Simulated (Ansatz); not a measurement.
# Al2Cu: the cost of one run

Program: Ansatz 0.2.0. Level of theory: DFT PBE, scalar-relativistic, plane waves, PAW. These are calculated values, not measurements.

## 1. The structure to begin with

Symmetry: I4/mmm, No. 139, tetragonal system. The conventional cell has a = 4.061 Å, b = 4.061 Å, c = 5.702 Å, α = 90.00°, β = 90.00°, γ = 90.00°. Al (site symmetry -4m2) is surrounded by 4 Cu at 2.48 Å and 6 Al at 2.85 to 2.87 Å. Cu (site symmetry 4/mmm) is surrounded by 8 Al at 2.48 Å.

Structure file:

```xyz
3
Lattice="-2.0303 2.0303 2.8511 2.0303 -2.0303 2.8511 2.0303 2.0303 -2.8511" Properties=species:S:1:pos:R:3 pbc="T T T"
Al    0.0000    2.0303    1.4255
Al    2.0303    0.0000    1.4255
Cu    0.0000    0.0000    2.8511
```

The start is a polymorph listed in a database, not an invented cell.

## 2. Probe: one point on a coarse mesh

input.yaml reads:

```yaml
crystal:
  lattice:
    - [-2.03033757, 2.03033757, 2.85109401]
    - [2.03033757, -2.03033757, 2.85109401]
    - [2.03033757, 2.03033757, -2.85109401]
  atoms:
    - { symbol: Al, position: [0.75, 0.25, 0.5] }
    - { symbol: Al, position: [0.25, 0.75, 0.5] }
    - { symbol: Cu, position: [0.5, 0.5, 0.0] }
basis:
  ecutwfc: 420
kpoints:
  mp_grid: { grid: [6, 6, 6] }
hamiltonian:
  xc: pbe
scf:
  occupations: { method: gaussian, width: 0.1 }
  lower_state_search: "off"
output:
  forces: true
  stress: true
  eigenvalues: true
```

Started as:

```console
$ ansatz run input.yaml --threads 1 --pin off --max-ram 2560MiB --backend cpu --events-out ev --progress --plain --runs-dir out
```

Q: Estimate wall time and peak memory on 1 thread of Intel Xeon Platinum 8488C (Sapphire Rapids), shared host.

About 1.4 s, with a peak of 0.34 GiB.
